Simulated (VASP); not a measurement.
# AgCl (Fm-3m) in VASP: single point with PBE

Aim: the single point of AgCl with PBE.

Everything below comes from runs of VASP 6.6.1. Logs are shortened: lines on timing, memory, paths and dates and some standing lists are left out, and cuts for length are marked.

**What was measured.**

A printed reference work, data compilation reports, for a bulk crystal of AgCl: band gap 3.249 eV (indirect).

How close the calculation comes is told below.

## (1) Starting point

Symmetry: Fm-3m, No. 225, cubic system. Conventional cell: a = 5.630 Å, b = 5.630 Å, c = 5.630 Å, α = 90.00°, β = 90.00°, γ = 90.00°. Ag (site symmetry m-3m) is surrounded by 6 Cl at 2.82 Å. Around Cl (site symmetry m-3m) lie 6 Ag at 2.82 Å.

## (2) Single point, PBE

The input, INCAR:

```
ALGO     = Fast           # electronic algorithm
EDIFF    = 1E-6           # SCF threshold, eV
ENCUT    = 520            # plane-wave cutoff, eV
GGA      = PE             # functional
ISIF     = 2              # what is computed and relaxed
ISMEAR   = -1             # smearing method
LASPH    = True           # aspherical terms in the spheres
LCHARG   = False          # write CHGCAR
LREAL    = False          # projectors in reciprocal space
LWAVE    = False          # write WAVECAR
NBANDS   = 16             # bands
NELM     = 100            # most SCF steps
PREC     = Accurate       # precision mode
SIGMA    = 0.1            # smearing width, eV
```

The input, KPOINTS:

```
k-points
0
Gamma
  8 8 8
```

The input, POSCAR:

```
AgCl
1.0
    0.0000000000      2.8152380000      2.8152380000
    2.8152380000      0.0000000000      2.8152380000
    2.8152380000      2.8152380000      0.0000000000
Ag Cl
1 1
Direct
    0.5000000000      0.5000000000      0.5000000000
    0.0000000000      0.0000000000      0.0000000000
```

Potentials or basis: VASP PAW PBE potentials, release 64 (Ag, Cl).

Command:

```console
$ cat potpaw_PBE.64/Ag/POTCAR potpaw_PBE.64/Cl/POTCAR > POTCAR
$ mpirun -np 1 vasp_std > vasp.out
```

OUTCAR:

```text
EDIFF = 1E-6
   ENCUT = 520
   GGA = PE
   ISIF = 2
   ISMEAR = -1
   LASPH = True
   LREAL = False
   NELM = 100
   PREC = Accurate

 ion  position               nearest neighbor table
   1  0.500  0.500  0.500-   2 2.82   2 2.82   2 2.82   2 2.82   2 2.82   2 2.82
   2  0.000  0.000  0.000-   1 2.82   1 2.82   1 2.82   1 2.82   1 2.82   1 2.82

  LATTYP: Found a face centered cubic cell.
 ALAT       =     5.6304760000

  Lattice vectors:

 A1 = (   0.0000000000,   2.8152380000,   2.8152380000)
 A2 = (   2.8152380000,   0.0000000000,   2.8152380000)
 A3 = (   2.8152380000,   2.8152380000,   0.0000000000)

Analysis of symmetry for initial positions (statically):
=====================================================================
 Subroutine PRICEL returns:
 Original cell was already a primitive cell.

 Routine SETGRP: Setting up the symmetry group for a
 face centered cubic supercell.

 Subroutine GETGRP returns: Found 48 space group operations
 (whereof 48 operations were pure point group operations)
 out of a pool of 48 trial point group operations.

The static configuration has the point symmetry O_h .

Analysis of symmetry for dynamics (positions and initial velocities):
=====================================================================
 Subroutine PRICEL returns:
 Original cell was already a primitive cell.

 Routine SETGRP: Setting up the symmetry group for a
 face centered cubic supercell.

 Subroutine GETGRP returns: Found 48 space group operations
 (whereof 48 operations were pure point group operations)
 out of a pool of 48 trial point group operations.

The dynamic configuration has the point symmetry O_h .

 Subroutine INISYM returns: Found 48 space group operations
 (whereof 48 operations are pure point group operations),
 and found     1 'primitive' translations

----------------------------------------------------------------------------------------

                                     Primitive cell

  volume of cell :      44.6247

  direct lattice vectors                    reciprocal lattice vectors
     0.000000000  2.815238000  2.815238000    -0.177604877  0.177604877  0.177604877
     2.815238000  0.000000000  2.815238000     0.177604877 -0.177604877  0.177604877
     2.815238000  2.815238000  0.000000000     0.177604877  0.177604877 -0.177604877

  length of vectors
     3.981347761  3.981347761  3.981347761     0.307620671  0.307620671  0.307620671

[... 75 lines left out ...]
   LNONCOLLINEAR =      F non collinear calculations
   LSORBIT =      F    spin-orbit coupling
   LASPH  =      T    aspherical Exc in radial PAW
   ENCUT  =  520.0 eV  38.22 Ry    6.18 a.u.   7.40  7.40  7.40*2*pi/ulx,y,z
   NELM   =    100;   NELMIN=  2; NELMDL= -5     # of ELM steps
   EDIFF  = 0.1E-05   stopping-criterion for ELM
   LREAL  =      F    real-space projection
   EDIFFG = 0.1E-04   stopping-criterion for IOM
   NSW    =      0    number of steps for IOM
   IBRION =     -1    ionic relax: 0-MD 1-quasi-New 2-CG
   NFREE  =      0    steps in history (QN), initial steepest desc. (CG)
   ISIF   =      2    stress and relaxation
   ISYM   =      2    0-nonsym 1-usesym 2-fastsym
   POTIM  = 0.5000    time-step for ionic-motion
   TEBEG  =    0.0;   TEEND  =   0.0 temperature during run
   PSTRESS=    0.0 pullay stress
   NELECT =      18.0000    total number of electrons
   NUPDOWN=      -1.0000    fix difference up-down
   EMIN   =  10.00;   EMAX   =-10.00  energy-range for DOS
   EFERMI =   0.00;   METHOD = LEGACY
   ISMEAR =    -1;   SIGMA  =   0.10  broadening in eV -4-tet -1-fermi 0-gaus
   EFERMI_NEDOS =   21; number of points for ismear=-14 and -15
   IALGO  =     68    algorithm
   IMIX   =      4    mixing-type and parameters
     AMIX     =   0.40;   BMIX     =  1.00
     AMIX_MAG =   1.60;   BMIX_MAG =  1.00
  volume/ion in A,a.u.               =      22.31       150.57
  Fermi-wavevector in a.u.,A,eV,Ry     =   1.209597  2.285806 19.907009  1.463124
  Thomas-Fermi vector in A             =   2.345169
   LORBIT       =      0    0 simple, 1 ext, 2 COOP (PROOUT), +10 PAW based schemes
   GGA     = PE    functional components
   LHFCALC =     F    Hartree Fock is set to
   AEXX    =    0.0000 exact exchange contribution
   IVDW    =     0    specifies the selected vdW correction
   LEPSILON=     F    determine dielectric tensor
   LRPA    =     F    only Hartree local field effects (RPA)
 non-spin polarized calculation
 RMM-DIIS sequential band-by-band and
  energy-cutoff  :      520.00
  volume of cell :       44.62
 maximum number of plane-waves:      1243
 NGX is ok and might be reduce to    30
   NGX = 15   NGY = 15   NGZ = 15

 number of electron      17.9999993 magnetization

 Free energy of the ion-electron system (eV)
  ---------------------------------------------------
  ext. energy  EPLUGINS =         0.00000000
  ---------------------------------------------------
  free energy    TOTEN  =        -5.40055351 eV

  energy without entropy =       -5.40025561  energy(sigma->0) =       -5.40040456

 E-fermi :   3.9095     XC(G=0):  -9.7298

 val. band max:        3.2575180283   @ k =   0.5000   0.0000   0.0000
 cond. band min:       4.1820687941   @ k =   0.0000   0.0000   0.0000
 fundamental gap:      0.9245507659
 Fermi energy:         3.9094505952

 k-point     1 :       0.0000    0.0000    0.0000
  band No.  band energies     occupation
      1     -11.5957      2.00000
      2       0.9912      2.00000
      3       0.9912      2.00000
      4       0.9912      2.00000
      5       1.0298      2.00000
      6       1.0298      2.00000
[... 433 lines left out ...]
      3      -0.5335      2.00000
      4      -0.4995      2.00000
      5       1.2588      2.00000
      6       1.3205      2.00000
[... 8 lines left out ...]
     15      16.6512      0.00000
     16      18.0994      0.00000

 [... further k-points ...]
[... 5 lines left out ...]
  --------------------------------------------------------------------------------------
  -------------------------------------------------------------------------------------
  Total       -0.1553412     -0.1553412     -0.1553412      0.0000000      0.0000000     -0.0000000
  in kB       -5.5772727     -5.5772727     -5.5772727      0.0000000      0.0000000     -0.0000000
  external PRESSURE =      -5.5772727 kB  Pullay stress =       0.0000000 kB

 VOLUME and BASIS-vectors are now :
 -----------------------------------------------------------------------------
  energy-cutoff  :      520.00
  volume of cell :       44.62
      direct lattice vectors                 reciprocal lattice vectors
     0.000000000  2.815238000  2.815238000    -0.177604877  0.177604877  0.177604877
     2.815238000  0.000000000  2.815238000     0.177604877 -0.177604877  0.177604877
     2.815238000  2.815238000  0.000000000     0.177604877  0.177604877 -0.177604877

 POSITION                                       TOTAL-FORCE (eV/Angst)
 -----------------------------------------------------------------------------------
      2.81524      2.81524      2.81524        -0.000000     -0.000000      0.000000
      0.00000      0.00000      0.00000         0.000000      0.000000     -0.000000
 -----------------------------------------------------------------------------------
    total drift:                                0.000000      0.000000      0.000000

  FREE ENERGIE OF THE ION-ELECTRON SYSTEM (eV)
  ---------------------------------------------------
  free  energy   TOTEN  =        -5.4005535072 eV

  energy  without entropy=       -5.4002556053  energy(sigma->0) =       -5.40040456
```

stdout:

```text
POSCAR found type information on POSCAR AgCl
 POSCAR found :  2 types and       2 ions
 scaLAPACK will be used
 LDA part: xc-table for (Slater+PW92), standard interpolation
 POSCAR, INCAR and KPOINTS ok, starting setup
 FFT: planning ... GRIDC
 FFT: planning ... GRID_SOFT
 FFT: planning ... GRID
 WAVECAR not read
 entering main loop
```

Run time: 11 s. Hardware: 1 thread of Intel Xeon 6975P-C (Granite Rapids), shared host; peak memory 0.17 GiB.

Results:

| Item | Value |
| --- | --- |
| Free energy | -5.4006 eV |
| Pressure | -0.6 GPa |
| Band gap on the k mesh | 0.92 eV, indirect (least direct gap 3.05 eV) |

Levels at points of the mesh, in eV from the valence-band top:
```
           k point  band 6  band 7  band 8  band 9  band 10  band 11  band 12  band 13
(0.00, 0.00, 0.00)   -2.23   -2.14   -2.14   -2.14     0.92    10.87    10.87    10.87
(0.50, 0.00, 0.00)   -1.94   -1.65    0.00    0.00     4.36     6.29     7.75     7.75
(0.50, 0.50, 0.00)   -2.06   -1.83   -1.83   -1.78     2.45     8.09     8.49    11.28
```

## (3) Against experiment

Step 2. Against the measured gap of AgCl, 3.249 eV (indirect; a printed reference work, data compilation), the calculated 0.92 eV is off by -2.32 eV. So large a miss can be the level of theory's own, or it may mean another phase, state or a wrong row. Spin-orbit coupling on Ag is left out. The value is that of PBE on a finite k mesh, which can miss the band edges, without temperature or zero-point motion. Semilocal functionals fall short of measured gaps as a rule.
